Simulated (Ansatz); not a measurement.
## AlN: single point with PBE

AlN:

```
Al N
1.0
     0.00000    2.18399    2.18399
     2.18399    0.00000    2.18399
     2.18399    2.18399    0.00000
Al N
1 1
Cartesian
  0.0000 0.0000 0.0000
  1.0920 1.0920 1.0920
```

Measurements of this composition are mostly on another form, of space group No. 186.

```json
{
 "Program": "Ansatz 0.2.0",
 "Task": "single point",
 "Functional": "PBE",
 "Potentials or basis": "all-electron LAPW, scalar-relativistic",
 "Cutoff": "316 eV (chosen from the basis error)",
 "Basis error allowed": "0.004 eV/atom",
 "k mesh": "6 × 6 × 6",
 "Occupations": "fermi-dirac, width 0.02 eV",
 "Spin": "no spin polarisation"
}
```

* Pressure: 4.8 GPa
* Band gap on the k mesh: 3.32 eV, indirect (least direct gap 4.19 eV)

Levels at points of the mesh, in eV from the valence-band top:
| k point | band 6 | band 7 | band 8 | band 9 | band 10 | band 11 | band 12 | band 13 |
| --- | --- | --- | --- | --- | --- | --- | --- | --- |
| (0.00, 0.00, 0.00) | -14.98 | 0.00 | 0.00 | 0.00 | 4.19 | 12.56 | 12.56 | 12.56 |
| (0.00, 0.00, -0.50) | -12.93 | -5.86 | -0.48 | -0.48 | 7.38 | 9.86 | 11.14 | 11.14 |
| (0.00, -0.50, -0.50) | -12.29 | -4.91 | -1.77 | -1.77 | 3.32 | 8.61 | 13.95 | 15.72 |

Wall time 2.6 s on 1 thread of Arm Neoverse V1 (shared host), peak memory 0.2 GiB.

A k mesh can miss the band edges. Expect the measured gap to be larger: semilocal functionals such as PBE lack the derivative discontinuity.
